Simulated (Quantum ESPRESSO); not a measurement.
# InP under changes of volume

One of the cells (25.167 Å³/atom); the others are scaled copies at fixed shape and fractional positions:

```
In P
1.0
     0.00000    2.93050    2.93050
     2.93050    0.00000    2.93050
     2.93050    2.93050    0.00000
In P
1 1
Direct
  0.00000 0.00000 0.00000
  0.75000 0.75000 0.75000
```

| Property | Result |
| --- | --- |
| Program | Quantum ESPRESSO 7.5 |
| Functional | PBEsol |
| Potentials or basis | PseudoDojo 0.4.1 SR PBEsol standard |
| Cutoff | 952 eV |
| Density cutoff | 3810 eV |
| k mesh | 8 × 8 × 8 |
| Occupations | fermi-dirac, width 0.05 eV |
| Spin | no spin polarisation |

```tsv
volume (Å³/atom)	energy over the lowest point (meV/atom)	pressure (GPa)	gap on the mesh (eV)
23.657	28.87	5.7	0.95
24.160	13.98	3.8	0.83
24.663	?	?	?
25.167	0.09	0.7	0.61
25.670	0.00	-0.6	0.51
26.173	3.84	-1.8	0.40
26.677	11.20	-2.9	0.30
```

Problem. What does the run at 24.663 Å³/atom give?

Solution. Energy over the lowest point 4.58 meV/atom; pressure 2.2 GPa; gap on the mesh 0.72 eV.

Worked out: A Birch-Murnaghan fit of order 3 (a polynomial in V^(-2/3)) to the other rows has its minimum at 25.43 Å³/atom with B0 = V·E''(V) = 67 GPa and B' = 4.6. It gives 4.58 meV/atom at 24.663 Å³/atom, against the run's 4.58, and -dE/dV = 2.2 GPa, against 2.2. A straight line through the other rows of the gap, of slope -5.39 eV per unit of ln V (its deformation potential), gives 0.72 eV, against the run's 0.72.

Energies are extrapolated to zero smearing.

Caveats: spin-orbit coupling is left out, which moves the levels of the heavy elements.
